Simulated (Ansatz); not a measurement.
# GaN: how the settings move a single-point run

Aim: see which settings change the result for GaN, by how much, and at what cost. The cell is built on a prototype (CsCl type) and needn't be the phase found in nature.

Program: Ansatz 0.2.0. Level of theory: reference: DFT, r2SCAN, plane waves, PAW. These are calculated values, not measurements.

1 further run of the same task is left out (it didn't finish).

### Step 1. Starting point

Symmetry: Pm-3m, No. 221, cubic system. The conventional cell has a = 2.696 Å, b = 2.696 Å, c = 2.696 Å, α = 90.00°, β = 90.00°, γ = 90.00°. Ga (site symmetry m-3m) has 8 N at 2.33 Å as nearest neighbours. N (site symmetry m-3m) is surrounded by 8 Ga at 2.33 Å.

As a file:

```cif
data_structure
_symmetry_space_group_name_H-M 'Pm-3m'
_symmetry_Int_Tables_number 221
_cell_length_a 2.6956
_cell_length_b 2.6956
_cell_length_c 2.6956
_cell_angle_alpha 90.000
_cell_angle_beta 90.000
_cell_angle_gamma 90.000
_cell_volume 19.59
loop_
_atom_site_label
_atom_site_type_symbol
_atom_site_symmetry_multiplicity
_atom_site_Wyckoff_symbol
_atom_site_fract_x
_atom_site_fract_y
_atom_site_fract_z
_atom_site_occupancy
Ga1 Ga 1 a 0.00000 0.00000 0.00000 1
N1 N 1 b 0.50000 0.50000 0.50000 1
```

### Step 2. Baseline

Input file input.yaml:

```yaml
crystal:
  lattice:
    - [2.6955547957, 0.0, 0.0]
    - [0.0, 2.6955547957, 0.0]
    - [0.0, 0.0, 2.6955547957]
  atoms:
    - { symbol: Ga, position: [0.0, 0.0, 0.0] }
    - { symbol: "N", position: [0.5, 0.5, 0.5] }
kpoints:
  mp_grid: { grid: [6, 6, 6] }
hamiltonian:
  xc: r2scan
scf:
  occupations: { method: fermi_dirac, width: 0.02 }
  n_extra_bands: 4
output:
  forces: true
  stress: true
  eigenvalues: true
```

On the command line:

```
$ ansatz run input.yaml --threads 4 --pin off --max-ram 3686MiB --backend cpu --events-out ev --progress --plain --runs-dir out
```

### Step 3. Variant: ecutwfc 750

input.yaml, as its differences from that of step 2:

```diff
@@ -19 +19,3 @@
   eigenvalues: true
+basis:
+  ecutwfc: 750
```

### Step 4. Changing settings: mp_grid.grid [8, 8, 1]

input.yaml, as its differences from that of step 2:

```diff
@@ -9,3 +9,3 @@
 kpoints:
-  mp_grid: { grid: [6, 6, 6] }
+  mp_grid: { grid: [8, 8, 1] }
 hamiltonian:
```

### Step 5. Changing settings: mp_grid.shift [0.5, 0.5, 0.5]

input.yaml, as its differences from that of step 2:

```diff
@@ -9,3 +9,3 @@
 kpoints:
-  mp_grid: { grid: [6, 6, 6] }
+  mp_grid: { grid: [6, 6, 6], shift: [0.5, 0.5, 0.5] }
 hamiltonian:
```

### Step 6. Changing settings: dr2_threshold 1.0e-12

input.yaml, as its differences from that of step 2:

```diff
@@ -15,2 +15,4 @@
   n_extra_bands: 4
+  convergence: { dr2_threshold: 1.0e-12 }
+  max_iter: 79
 output:
```

### Step 7. Variant: occupations.method cold, occupations.width 0.2

input.yaml, as its differences from that of step 2:

```diff
@@ -13,3 +13,3 @@
 scf:
-  occupations: { method: fermi_dirac, width: 0.02 }
+  occupations: { method: cold, width: 0.2 }
   n_extra_bands: 4
```

### Step 8. Changing settings: ecutwfc 200

input.yaml, as its differences from that of step 2:

```diff
@@ -19 +19,3 @@
   eigenvalues: true
+basis:
+  ecutwfc: 200
```

Before running it: what results should come out? Wanted: for each run, ending; energy change; pressure; gap; force.

**Answer**, as computed:

```csv
run,ending,energy change,pressure (GPa),gap (eV),force (eV/Å),cycles,time
reference,converged,0,0.4,0.00,0.00,7,1 s
1: ecutwfc 750,converged,-1.7 meV/atom,0.4,0.00,0.00,7,1.7 s
"2: mp_grid.grid [8, 8, 1]",converged,+476.2 meV/atom,10.4,0.00,0.00,7,0.91 s
"3: mp_grid.shift [0.5, 0.5, 0.5]",converged,-1.0 meV/atom,0.6,0.32,0.00,8,0.81 s
4: dr2_threshold 1.0e-12,converged,0.0 meV/atom,0.4,0.00,0.00,10,1.1 s
"5: occupations.method cold, occupations.width 0.2",converged,-1.3 meV/atom (σ→0),0.5,0.00,0.00,7,1 s
6: ecutwfc 200,converged,+5.52 eV/atom,-1.5,0.00,0.00,10,0.76 s
```

Residual by cycle in the longest SCF loop of each run; runs are numbered as in the table. The quantity is the density residual dr2, in eV.

```csv
cycle,reference,run 1,run 2,run 3,run 4,run 5,run 6
1,0.0123,0.0129,0.344,0.0184,0.0123,0.0103,1.09
2,0.0069,0.007,0.0727,0.00253,0.0069,0.0107,0.302
3,0.00146,0.0014,0.0196,5.7e-4,0.00146,0.00388,0.4
4,1.5e-4,1.6e-4,4.0e-4,1.8e-4,1.5e-4,2.1e-4,0.0875
5,1.2e-6,1.2e-6,2.1e-5,4.6e-6,1.2e-6,1.8e-6,0.0048
6,6.4e-7,4.8e-7,1.7e-6,1.3e-6,6.4e-7,7.2e-7,5.8e-5
7,1.4e-9,9.1e-9,3.8e-8,2.5e-7,1.4e-9,4.1e-8,5.9e-6
8,-,-,-,1.9e-8,3.0e-10,-,5.1e-6
9,-,-,-,-,1.5e-12,-,6.0e-7
10,-,-,-,-,7.7e-15,-,5.7e-8
```

Semilocal functionals close small gaps, so the missing gap need not be the real solid's. Run 6 ran under the cutoff that the potentials recommend, as the log warns, so basis error is mixed into its values, and swamps them where the cutoff is far short.
